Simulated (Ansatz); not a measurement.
## Structure relaxation of Zr₂B₃

Method: DFT PBE, scalar-relativistic, plane waves, PAW (Ansatz). Cutoff 420 eV, Γ-centred k mesh, Gaussian smearing, no spin polarisation in the final step.

Zr₂B₃ was placed on the A-type sesquioxide structure type (P-3m1, No. 164), with Zr in place of La, B in place of O, at a guessed volume.

```xyz
5
Lattice="3.3523 0.0000 0.0000 -1.6762 2.9032 0.0000 0.0000 0.0000 5.2157" Properties=species:S:1:pos:R:3 pbc="T T T"
Zr    0.0000    1.9355    1.2778
Zr    1.6762    0.9677    3.9378
B     0.0000    0.0000    0.0000
B     0.0000    1.9355    3.3641
B     1.6762    0.9677    1.8516
```

Cell and atoms relax at zero pressure; the relaxation can't lower the symmetry of the start. After a coarse first stage the cell is made exact in the group found at 0.06 Å.

Energies over the elements count from the elements' standard structures at the same level, with no empirical corrections.

**Question.** Which crystal results?

**Answer.** It keeps P-3m1 (No. 164), but not the shape of the type it started on. Conventional cell: a = 3.243 Å, c = 7.245 Å. Zr has 4 B at 2.38–2.40 Å and 3 B at 2.64 Å; around B on Wyckoff site a (1 atom of the primitive cell) lie 6 Zr at 2.40 Å; B on Wyckoff site d (2 atoms of the primitive cell) is coordinated by 3 B at 1.94 Å.

```cif
data_structure
_symmetry_space_group_name_H-M 'P-3m1'
_symmetry_Int_Tables_number 164
_cell_length_a 3.2433
_cell_length_b 3.2433
_cell_length_c 7.2452
_cell_angle_alpha 90.000
_cell_angle_beta 90.000
_cell_angle_gamma 120.000
_cell_volume 66.00
loop_
_atom_site_label
_atom_site_type_symbol
_atom_site_symmetry_multiplicity
_atom_site_Wyckoff_symbol
_atom_site_fract_x
_atom_site_fract_y
_atom_site_fract_z
_atom_site_occupancy
Zr1 Zr 2 d 0.33333 0.66667 0.20789 1
B1 B 1 a 0.00000 0.00000 0.00000 1
B2 B 2 d 0.33333 0.66667 0.53616 1
```

**Question.** What are its volume, energy, density and gap?

**Answer.** The volume per atom is 13.20 Å³ and the density is 5.41 g/cm³. The energy over the elements is -0.20 eV/atom and the gap on the 15×15×6 mesh is 0 eV (a metal).

The final run used a 15×15×6 mesh on its 5-atom cell and 0.10 eV smearing. For metals, differences of a few meV/atom aren't resolved. A structure relaxed within its symmetry needn't be a true minimum.